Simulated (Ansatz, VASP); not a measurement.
# Al2Pt in VASP and in Ansatz

The input INCAR:

```
PREC = Accurate
ENCUT = 520
EDIFF = 1E-7
ISMEAR = -1
SIGMA = 0.05
LREAL = F
LASPH = T
NELM = 60
ALGO = Normal
ISIF = 2
LWAVE = F
LCHARG = F
GGA = PS
NBANDS = 15
```

KPOINTS

```
regular mesh
0
Gamma
  8 8 8
```

POSCAR

```
Al2Pt
1.0
    0.0000000000      2.8946769513      2.8946769513
    2.8946769513      0.0000000000      2.8946769513
    2.8946769513      2.8946769513      0.0000000000
Pt Al
1 2
Direct
    0.0000000000      0.0000000000      0.0000000000
    0.7500000000      0.7500000000      0.7500000000
    0.2500000000      0.2500000000      0.2500000000
```

input.yaml

```yaml
crystal:
  lattice:
    - [0.0, 2.8946769513, 2.8946769513]
    - [2.8946769513, 0.0, 2.8946769513]
    - [2.8946769513, 2.8946769513, 0.0]
  atoms:
    - { symbol: Pt, position: [0.0, 0.0, 0.0] }
    - { symbol: Al, position: [0.75, 0.75, 0.75] }
    - { symbol: Al, position: [0.25, 0.25, 0.25] }
hamiltonian:
  xc: pbesol
  pseudopotentials: { kind: paw }
kpoints:
  mp_grid: { grid: [8, 8, 8] }
scf:
  occupations: { method: fermi_dirac, width: 0.05 }
output:
  forces: true
  stress: true
  eigenvalues: true
```

Change from the starting cell: volume scaled by 0.94.

Alike in both runs: task single point; functional PBEsol; k mesh 8 × 8 × 8; occupations fermi-dirac, width 0.05 eV; no spin polarisation.

|  | VASP | Ansatz |
| --- | --- | --- |
| version | VASP 6.6.1 | Ansatz 0.2.0 |
| potentials or method | VASP PAW PBE potentials, release 64 (Pt, Al) | Ansatz PAW |
| plane-wave cutoff (eV) | 520 | 420 |
| valence electrons in the cell | 16 | 24 |

```tsv
	VASP	Ansatz	Ansatz less VASP
gap on the k mesh at the Fermi level (eV)	none	none	-
pressure (GPa)	8.6	8.6	+0.02
```

A gap of «none» marks a metal or a gap that the smearing closes. The two sets of potentials don't hold the same shells in valence.

Caveats: the PAW data sets were made with another functional, which shifts forces and pressure a little (VASP); the PAW data sets come from PBE, with cores solved anew for the run's functional, which leaves a small shift of forces and pressure (Ansatz). The runs have no spin-orbit coupling, so splittings on Pt are missing.
